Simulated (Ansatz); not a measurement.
# Compressing InSb: a fit and a missing row

InSb, Pmmn, a = 5.925 Å, b = 5.951 Å, c = 3.228 Å. This isn't the usual stable structure of the compound. Ansatz: PBE, PAW, 420 eV, Γ-centred 8×8×14 mesh on 4 atoms, Gaussian smearing 0.10 eV; no spin polarisation. Shape and atoms are relaxed at each volume; pressure is positive in compression.

```
V (Å³/atom) P (GPa)
     25.892        ?
     26.746     2.96
     27.599     1.36
     28.453    -0.01
     29.306    -1.14
     30.160    -2.14
```

Task: Take V0 = 28.453 Å³/atom, count pressures from its P0 = -0.01 GPa, fit the third-order Birch–Murnaghan form to the other rows, and predict the missing pressure.

Result: With the Eulerian strain f = ½[(V0/V)^(2/3) − 1] and y = (P − P0)/[3f(1 + 2f)^(5/2)], the form is the line y = B0 + 1.5 B0 (B0′ − 4) f. Rows (f, y): 0.02105, 42.4; 0.01026, 42.3; -0.00975, 40.6; -0.01905, 41.1. Means f = 0.0006275, y = 41.600; Σ(Δf)² = 0.001005, ΣΔfΔy = 0.04330; the slope is their ratio. y = 41.57 + 43.09 f GPa, so B0 = 41.6 GPa and B0′ = 4 + 2 × (43.09)/(3 × 41.57) = 4.69. At V = 25.892, f = 0.03245, y = 42.97 and P = 4.89 GPa. The run gave 4.88 GPa, so the fit is 0.01 GPa too high, within the rms miss on the fitted rows (0.01 GPa). The form still works here, 25 % of the fitted range beyond its end.